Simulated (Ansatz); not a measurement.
Input and command of a calculation in Ansatz (plane waves; scalar-relativistic PAW potentials unless the input names others):

```yaml
crystal:
  lattice:
    - [0.0, 2.0215313243, 2.0215313243]
    - [2.0215313243, 0.0, 2.0215313243]
    - [2.0215313243, 2.0215313243, 0.0]
  atoms:
    - { symbol: Al, position: [0.0, 0.0, 0.0] }
basis:
  ecutwfc: "600 eV"
kpoints:
  mp_grid: { grid: [20, 20, 20] }
hamiltonian:
  xc: pbesol
scf:
  occupations: { method: fermi_dirac, width: 0.15 }
  algorithm: direct_min
output:
  forces: true
  eigenvalues: true
  stress: true
```

```bash
ansatz run input.yaml --threads 1 --pin off --max-ram 3072MiB --backend cpu --events-out ev --progress --plain --runs-dir out
```

Abridged log:
```
Basis set: ecut = 600 eV, 537 PW (Γ), exchange–correlation on 48×48×48 points (8 copies of the dense FFT grid, shifted against one another)
Bands: 6, of which v1, the nominal top of the filled ones, is band 2 counted from 1 (1 counted from 0)
Symmetry: 48 space group operations
k-points: 256 of 8000
SCF iter   1: F=—  HF=-524.561817 eV  |F-HF|=—  |Δ(HF+E_count)|=         —  Δρ=7.26e-4  dr2=4.26e-5  ethr=1.77e-3  ⟨swp⟩=6.3  Hψ=7790  notcnv=0
SCF iter   2: F=-524.561841 eV  HF=-524.561841 eV  |F-HF|=1.10e-8  |Δ(HF+E_count)|=   2.33e-5  Δρ=1.46e-5  dr2=3.13e-8  ethr=8.87e-10  ⟨swp⟩=4.6  Hψ=5292  notcnv=0  defer=1
the search or the solves at the SCF's close seem to have found levels that the self-consistency loop had missed (the run counts 6). By its estimate they hold under 1e-12 electrons; where the run keeps them, the occupations were computed again with them
SCF 1 converged in 2 iterations: F = -524.561841 eV  dr2 = 3.13e-8
  Residual-converged pass: ⟨swp⟩=2.4  Hψ=2056  notcnv=0  max |occ|·‖R‖ = 6.6e-6 eV (tolerance 6.7e-6 eV) dr2=3.13e-8  dr2_onsite=5.07e-9  max |Δocc| = 7.8e-10
SCF converged after 2 iterations
Stability not checked: this state was not tested for a lower state beside it, because a direct minimisation reached the state, and no test of it is asked (direct_minimisation; see scf.lower_state_search)
Free energy (F): -524.561841 eV
Harris-Foulkes:  -524.561841 eV  (|F-HF|=1.10e-8)
Internal energy: -524.531551 eV  (E = F + TS)
E sigma→0 (E₀):  -524.546696 eV
Entropy (-TS):   -0.030290 eV (-30.290 meV/atom)
Fermi energy:    7.885990 eV
--- Forces (eV/Å), atoms counted from 1 ---
  atom   1  Al     0.00000000     0.00000000     0.00000000
--- Stress (GPa, compression-positive) ---
       -1.561477       0.000000       0.000000
        0.000000      -1.561477       0.000000
        0.000000       0.000000      -1.561477
  P = ⅓ Tr σ = -1.5615 GPa (-15.615 kbar)
```

Apart from outputs and empty bands, the input differs from a reference run on usual settings in scf.algorithm: not typed → "direct_min"; basis.ecutwfc: 420 → "600 eV". The reference, at the same geometry (not necessarily relaxed), gave pressure -1.55 GPa, largest force 0.000 eV/Å, no gap on the mesh. This run converged in 2 SCF iterations (reference: 6) with an energy at zero smearing 0.41 meV/atom below the reference's, pressure -1.56 GPa, largest force 0.000 eV/Å, no gap on the mesh.

It took 3.6 s on 1 thread of Intel(R) Xeon(R) Platinum 8175M CPU @ 2.50GHz (Skylake/Cascade Lake), with other jobs on the host, peak memory 0.37 GiB.